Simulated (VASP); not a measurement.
VASP inputs for BaZrO3 (strained cubic perovskite)

INCAR

```
ENCUT = 520
ALGO = Normal
NSW = 0
SIGMA = 0.01
ISMEAR = 0
LREAL = .FALSE.
NBANDS = 28
PREC = Accurate
LASPH = .TRUE.
EDIFF = 1E-7
LWAVE = .FALSE.
METAGGA = R2SCAN
NELM = 120
LCHARG = .FALSE.
ISIF = 2
IBRION = -1
```

KPOINTS

```
KPOINTS created by Atomic Simulation Environment
0
Gamma
6 6 6
0 0 0
```

KPOINTS_OPT

```
special points
4
Reciprocal
0.0000000000 0.0000000000 0.0000000000 1
0.0000000000 0.5000000000 0.0000000000 1
0.5000000000 0.5000000000 0.0000000000 1
0.5000000000 0.5000000000 0.5000000000 1
```

POSCAR

```
Ba Zr O
 1.0000000000000000
     4.2053549142000000    0.0000000000000000    0.0000000000000000
     0.0000000000000000    4.2053549142000000    0.0000000000000000
     0.0000000000000000    0.0000000000000000    4.3315155615999998
 Ba  Zr  O
   1   1   3
Cartesian
  0.0000000000000000  0.0000000000000000  0.0000000000000000
  2.1026774571000000  2.1026774571000000  2.1657577807999999
  2.1026774571000000  2.1026774571000000  0.0000000000000000
  2.1026774571000000  0.0000000000000000  2.1657577807999999
  0.0000000000000000  2.1026774571000000  2.1657577807999999
```

VASP ran with the recommended PBE PAW datasets (40 valence electrons in the cell).

Q: Predict the results.

A: gap between bands v and c 3.54 eV; least direct gap 3.83 eV; pressure -3.4 GPa.

Band v is the last that the valence electrons fill when counted band by band, and c is the next. Levels in eV from the top of v:

| point | v−1 | v | c | c+1 |
| --- | --- | --- | --- | --- |
| Γ | -0.29 | -0.29 | 3.54 | 3.54 |
| X | -0.58 | -0.55 | 3.97 | 6.03 |
| M | -0.84 | -0.06 | 5.99 | 5.99 |
| R | -0.04 | 0.00 | 6.37 | 6.37 |
